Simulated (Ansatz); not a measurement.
# AlCo3 under changes of volume

One of the cells (11.422 Å³/atom); the others are scaled copies at fixed shape and fractional positions:

```
Co Al
1.0
     3.57495    0.00000    0.00000
     0.00000    3.57495    0.00000
     0.00000    0.00000    3.57495
Co Al
3 1
Direct
  0.00000 0.50000 0.50000
  0.50000 0.00000 0.50000
  0.50000 0.50000 0.00000
  0.00000 0.00000 0.00000
```

The cell comes from a database or a generator and needn't be the stable form of this composition.

```yaml
Program: Ansatz 0.2.0
Functional: r2SCAN
Potentials_or_basis: Ansatz PAW
Cutoff: "500 eV (not typed: the program's choice for these potentials)"
k_mesh: 8 × 8 × 8
Occupations: fermi-dirac, width 0.05 eV
Spin: collinear spin, ferromagnetic start
Starting_moments: "[2.0, 2.0, 2.0, 0.0] μB"
```

| volume (Å³/atom) | energy over the lowest point (meV/atom) | pressure (GPa) | moment (μB per cell) |
| --- | --- | --- | --- |
| 10.737 | ? | ? | ? |
| 10.965 | 14.45 | 8.8 | 4.37 |
| 11.194 | 4.72 | 5.0 | 4.45 |
| 11.422 | 0.06 | 1.6 | 4.54 |
| 11.651 | 0.00 | -1.6 | 4.62 |
| 11.879 | 4.19 | -4.5 | 4.68 |
| 12.108 | 12.38 | -7.2 | 4.73 |

Q: What does the run at 10.737 Å³/atom give?

A: Energy over the lowest point 30.11 meV/atom; pressure 13.3 GPa; moment 4.30 μB per cell.

Worked out: A Birch-Murnaghan fit of order 3 (a polynomial in V^(-2/3)) to the other rows has its minimum at 11.54 Å³/atom with B0 = V·E''(V) = 157 GPa and B' = 3.0. It gives 29.54 meV/atom at 10.737 Å³/atom, against the run's 30.11, and -dE/dV = 12.6 GPa, against 13.3. A parabola through the other rows of the moment, of slope 0.469 μB per Å³/atom there, extrapolates to 4.26 μB, against the run's 4.30.

Energies are extrapolated to zero smearing.

Caveats: the magnetic or orbital state may not be the lowest; the PAW data sets come from PBE, with cores solved anew for the run's functional, which leaves a small shift of forces and pressure.
